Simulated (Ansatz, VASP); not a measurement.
## Two plane-wave programs on SnO2

```
Sn O
1.0
     0.00000    4.42896    4.42896
     4.42896    0.00000    4.42896
     4.42896    4.42896    0.00000
Sn O
4 8
Direct
  0.12500 0.12500 0.62500
  0.62500 0.12500 0.12500
  0.12500 0.62500 0.12500
  0.12500 0.12500 0.12500
  0.89073 0.89073 0.89073
  0.89073 0.32781 0.89073
  0.89073 0.89073 0.32781
  0.32781 0.89073 0.89073
  0.92219 0.35927 0.35927
  0.35927 0.35927 0.92219
  0.35927 0.92219 0.35927
  0.35927 0.35927 0.35927
```

Measurements of this composition are mostly on another form, of space group No. 136.

Alike in both runs: task single point; functional LDA; k mesh 6 × 6 × 6; occupations gaussian, width 0.05 eV; no spin polarisation.

|  | VASP | Ansatz |
| --- | --- | --- |
| version | VASP 6.6.1 | Ansatz 0.2.0 |
| potentials or method | VASP PAW LDA potentials, release 64 (Sn_d, O) | scalar-relativistic, plane waves, PAW |
| plane-wave cutoff (eV) | 520 | 420 |
| valence electrons in the cell | 104 | 104 |

```tsv
	VASP	Ansatz	Ansatz less VASP
gap on the k mesh at the Fermi level (eV)	2.07	2.07	+0.008
least direct gap on the mesh (eV)	2.07	2.07	+0.008
pressure (GPa)	1.1	0.0	-1.14
rms of the force components (eV/Å)	0.047	0.001	-0.0464
```

Atom by atom the forces differ by 0.046 eV/Å (rms over components). Ansatz warned: «pseudo_functional_mismatch».

Caveats: spin-orbit coupling is left out, which moves the levels of the heavy elements. A k mesh can miss the band edges.
